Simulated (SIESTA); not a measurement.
Sn:

```
Sn
1.0
     0.00000    3.23334    3.23334
     3.23334    0.00000    3.23334
     3.23334    3.23334    0.00000
Sn
2
Direct
  0.75000 0.75000 0.75000
  0.50000 0.50000 0.50000
```

This isn't the form of Sn at room conditions, which is tetragonal (white tin).

Base run:

- Program: SIESTA 5.4.2
- Functional: PBEsol
- Potentials or basis: PseudoDojo 0.4 standard (PBEsol files)
- Basis: DZP (energy shift 0.003 Ry; two zetas on semicore shells)
- Grid cutoff: 500 Ry
- Energy shift: 0.003 Ry
- k mesh: 7 × 7 × 7
- Occupations: fermi-dirac, width 0.05 eV
- Spin: no spin polarisation

Its results: band gap on the k mesh none (metal or under the smearing width); pressure 1.9 GPa.

Question: The run is repeated on the same cell with these changes: functional from PBEsol to PBE; potentials or basis from PseudoDojo 0.4 standard (PBEsol files) to PseudoDojo 0.4 standard (PBE files). What comes out?

Answer: Band gap on the k mesh none (metal or under the smearing width); pressure 4.1 GPa.

Caveats: the basis of atomic orbitals isn't converged, which shifts pressures, moduli and gaps.

Not every run made on this cell is shown here.
